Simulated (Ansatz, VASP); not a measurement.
One calculation of Si, two programs

```
CELL_PARAMETERS angstrom
4.39430 0.00000 0.00000
-2.19715 3.80557 0.00000
0.00000 0.00000 2.69371
ATOMIC_POSITIONS crystal
Si 0.00000 0.00000 0.00000
Si 0.33333 0.66667 0.50000
Si 0.66667 0.33333 0.50000
```

The cell was built by a generator and needn't be a form met in nature.

Alike in both runs: task relaxation of cell and atoms; functional PBEsol; k mesh 8 × 8 × 12; occupations fermi-dirac, width 0.1 eV; no spin polarisation.

```csv
,VASP,Ansatz
version,VASP 6.6.1,Ansatz 0.2.0
potentials or method,"VASP PAW PBE potentials, release 64 (Si)","plane waves (420 eV) with PAW, scalar-relativistic"
plane-wave cutoff (eV),600,420
valence electrons in the cell,12,12
```

```tsv
	VASP	Ansatz	Ansatz less VASP
relaxed volume (Å³/atom)	14.45	14.43	-0.022
relaxed cell length with the largest relative difference (Å)	2.548	2.546	-0.0018
energy change over the relaxation (meV/atom)	-23	-24	-0.6
```

Ansatz warned: «pseudo_functional_mismatch».

Caveats: the PAW data sets were made with another functional, which shifts forces and pressure a little (VASP).
